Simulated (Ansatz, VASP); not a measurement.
# Two plane-wave programs on Ca

INCAR

```
SYSTEM = Ca
PREC = Accurate
ENCUT = 520
EDIFF = 1E-7
ISMEAR = 0
SIGMA = 0.15
LREAL = .FALSE.
LASPH = .TRUE.
NELM = 60
ALGO = Fast
ISIF = 2
LWAVE = .FALSE.
LCHARG = .TRUE.
GGA = PE
LELF = .TRUE.
LVHAR = .TRUE.
NBANDS = 11
```

The input KPOINTS:

```
regular mesh
0
G
  14 14 14
  0 0 0
```

File POSCAR:

```
Ca
1.0
    0.0000000000      2.7522870000      2.7103740000
    2.7522870000      0.0000000000      2.7103740000
    2.7522870000      2.7522870000      0.0000000000
Ca
1
Direct
    0.0000000000      0.0000000000      0.0000000000
```

Input for Ansatz:

```yaml
crystal:
  lattice:
    - [0.0, 2.752287, 2.710374]
    - [2.752287, 0.0, 2.710374]
    - [2.752287, 2.752287, 0.0]
  atoms:
    - { symbol: Ca, position: [0.0, 0.0, 0.0] }
basis:
  ecutwfc: 420
kpoints:
  mp_grid: { grid: [14, 14, 14] }
hamiltonian:
  xc: pbe
scf:
  occupations: { method: gaussian, width: 0.15 }
output:
  forces: true
  stress: true
  eigenvalues: true
```

Change from the starting cell: strain -0.015 along x and y, -0.030 along z, atoms carried along.

Alike in both runs: task single point; functional PBE; k mesh 14 × 14 × 14; occupations gaussian, width 0.15 eV; no spin polarisation.

|  | VASP | Ansatz |
| --- | --- | --- |
| version | VASP 6.6.1 | Ansatz 0.2.0 |
| potentials or method | VASP PAW PBE potentials, release 64 (Ca_sv) | scalar-relativistic, plane waves, PAW |
| plane-wave cutoff (eV) | 520 | 420 |
| valence electrons in the cell | 10 | 10 |

```csv
,VASP,Ansatz,Ansatz less VASP
gap on the k mesh at the Fermi level (eV),none,none,-
pressure (GPa),0.5,0.5,-0.01
largest component of the traceless stress (GPa),0.07,0.07,0.000
```

A gap of «none» marks a metal or a gap that the smearing closes.
